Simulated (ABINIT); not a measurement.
A run of ABINIT 10.8.3 (patched build) is set up as follows.

File run.abi:

```
# Pseudopotentials
pp_dirpath "./"
pseudos "Au.GGA_PBE-JTH.xml"

# Structure
acell 3*1.0
rprim
     5.4802027576     0.0000000000     0.0000000000
    -2.7401013787     4.7459948059     0.0000000000
     0.0000000000     0.0000000000    46.7896188457
ntypat 1
znucl 79
natom 5
typat 1 1 1 1 1
xred
     0.6666666667     0.3333333334     0.3029079160
     0.3333333333     0.6666666666     0.4014539580
     0.6666666667     0.3333333334     0.5000000000
     0.3333333333     0.6666666666     0.5985460420
     0.6666666667     0.3333333334     0.6970920840
chkprim 0
chksymtnons 0
tolsym 1.0e-6

# Plane-wave basis
ecut 20.0
pawecutdg 40.0
pawxcdev 0

# k points
kptopt 1
ngkpt 11 11 1
nshiftk 1
shiftk 0.0 0.0 0.0

# Exchange and correlation
ixc 11
vdw_xc 6

# Bands and occupations
nband 33
occopt 3
tsmear 0.05 eV

# SCF cycle
nstep 120
tolvrs 1.0e-9

# Output
iomode 3
prtwf 0
prtden 0
prteig 0
prtebands 0

# Relaxation
ionmov 3
ntime 60
tolmxf 5.0e-5
```

Potentials or basis: JTH PAW PBE v2.0.

The run is started by

```sh
$ mpirun --bind-to none -np 4 abinit run.abi > log 2>&1
```

Problem. Estimate the band gap on the k mesh.

Solution. None (metal or under the smearing width).

Problem. Estimate the energy gained by relaxing.

Solution. 2.8 meV/atom.

Final structure:
```
Au
1.0
     2.90000    0.00000    0.00000
    -1.45000    2.51147    0.00000
     0.00000    0.00000   24.76000
Au
5
Direct
  0.66667 0.33333 0.30511
  0.33333 0.66667 0.40387
  0.66667 0.33333 0.50000
  0.33333 0.66667 0.59613
  0.66667 0.33333 0.69489
```

Spin-orbit coupling is left out, which matters for the levels of Au.
